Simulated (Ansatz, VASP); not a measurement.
## TaN in VASP and in Ansatz

The input INCAR:

```
ALGO = Normal ; EDIFF = 1E-6
EDIFFG = -0.001 ; ENCUT = 600
GGA = PS ; IBRION = 2
ISIF = 3 ; ISMEAR = -1
LASPH = True ; LCHARG = False
LREAL = False ; LWAVE = False
NELM = 60 ; NSW = 80
PREC = Accurate ; SIGMA = 0.15
```

The input KPOINTS:

```
k-points
0
Gamma
  16 16 16
```

POSCAR

```
TaN
1.0
    0.0000000000      2.1878447014      2.1878447014
    2.1878447014      0.0000000000      2.1878447014
    2.1878447014      2.1878447014      0.0000000000
Ta N
1 1
Direct
    0.5000000000      0.5000000000      0.5000000000
    0.0000000000      0.0000000000      0.0000000000
```

Input for Ansatz:

```yaml
crystal:
  lattice:
    - [0.0, 2.1878447014, 2.1878447014]
    - [2.1878447014, 0.0, 2.1878447014]
    - [2.1878447014, 2.1878447014, 0.0]
  atoms:
    - { symbol: Ta, position: [0.5, 0.5, 0.5] }
    - { symbol: "N", position: [0.0, 0.0, 0.0] }
basis:
  ecutwfc: 420
kpoints:
  mp_grid: { grid: [16, 16, 16] }
hamiltonian:
  xc: pbesol
scf:
  occupations: { method: fermi_dirac, width: 0.15 }
output:
  forces: true
  stress: true
  eigenvalues: true
relax:
  adjacent_minimum: "off"
  f_tol: 0.001
  max_steps: 60
  cell: { stress_tol: 0.01 }
```

Alike in both runs: task relaxation of cell and atoms; functional PBEsol; k mesh 16 × 16 × 16; occupations fermi-dirac, width 0.15 eV; no spin polarisation.

```csv
,VASP,Ansatz
version,VASP 6.6.1,Ansatz 0.2.0
potentials or method,"VASP PAW PBE potentials, release 64 (Ta_pv, N)","scalar-relativistic, plane waves, PAW"
plane-wave cutoff (eV),600,420
valence electrons in the cell,16,18
```

|  | VASP | Ansatz | Ansatz less VASP |
| --- | --- | --- | --- |
| gap on the k mesh at the Fermi level, each at its own relaxed structure (eV) | none | none | - |
| relaxed volume (Å³/atom) | 10.51 | 10.48 | -0.026 |
| relaxed cell length with the largest relative difference (Å) | 3.097 | 3.095 | -0.0026 |

A gap of «none» marks a metal or a gap that the smearing closes. The two sets of potentials don't hold the same shells in valence.

Caveats: the PAW data sets were made with another functional, which shifts forces and pressure a little (VASP). The runs have no spin-orbit coupling, so splittings on Ta are missing. Zero-point motion and thermal expansion aren't in these numbers.
